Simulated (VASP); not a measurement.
Crystal: SnS2.

```
CELL_PARAMETERS angstrom
3.66709 0.00000 0.00000
-1.83354 3.17579 0.00000
0.00000 0.00000 5.81104
ATOMIC_POSITIONS crystal
Sn 0.00000 0.00000 0.00000
S 0.33333 0.66667 0.25435
S 0.66667 0.33333 0.74565
```

Base run:

| Item | Value |
| --- | --- |
| Program | VASP 6.6.1 |
| Functional | TB-mBJ |
| Potentials or basis | VASP PAW PBE potentials, release 64 (Sn_d, S) |
| Cutoff | 520 eV |
| k mesh | 9 × 9 × 5 |
| Occupations | gaussian, width 0.03 eV |
| Spin | no spin polarisation |

Its results: band gap on the k mesh 2.07 eV, indirect (least direct gap 2.55 eV).

Task: The run is repeated on the same cell with these changes: functional from TB-mBJ to LDA; potentials or basis from VASP PAW PBE potentials, release 64 (Sn_d, S) to VASP PAW LDA potentials, release 64 (Sn_d, S). What comes out?

Result: Band gap on the k mesh 1.14 eV, indirect (least direct gap 1.53 eV).

Caveats: spin-orbit coupling is left out, which moves the levels of the heavy elements.
